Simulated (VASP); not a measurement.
Runs of VASP 6.6.1 on BAs. The cell holds a sheet with vacuum, 2 atoms: a = 3.367 Å, b = 3.367 Å, c = 16.000 Å, α = 90.00°, β = 90.00°, γ = 120.00°. The cell was built by a generator and needn't be a form met in nature.

```csv
task,level,spin,cell,k mesh,cutoff (eV),dipole correction,grid for exact exchange (PRECFOCK),screening parameter,gap on the mesh (eV),moment (μB),work function (eV)
work function,PBEsol,"non-collinear, zero start, SOC","P-6m2, 78.55 Å³/atom",12 × 12 × 1,520,yes,-,-,-,0.00,4.80
relaxation of cell and atoms,r2SCAN+rVV10,off,relaxed,12 × 12 × 1,600,no,-,-,(a),-,-
work function,PBE,"non-collinear, zero start, SOC","P-6m2, 78.55 Å³/atom",12 × 12 × 1,520,yes,-,-,-,0.00,4.70
work function,PBE,off,"P-6m2, 78.55 Å³/atom",12 × 12 × 1,520,yes,-,-,0.74,-,-
work function,PBEsol,off,"P-6m2, 78.55 Å³/atom",12 × 12 × 1,520,yes,-,-,0.74,-,-
work function,HSE06,off,"P-6m2, 78.55 Å³/atom",6 × 6 × 1,520,yes,Fast,0.2 1/A,1.17,-,-
```

Alike in all rows: potentials or basis VASP PAW PBE potentials, release 64 (B, As); smearing gaussian 0.03 eV.

Problem. Fill in the values left out.

Solution. (a) 0.98.

Caveats: the PAW data sets were made with another functional, which shifts forces and pressure a little (some runs).

A k mesh can miss the band edges, and rows without SOC leave out spin-orbit coupling on As.
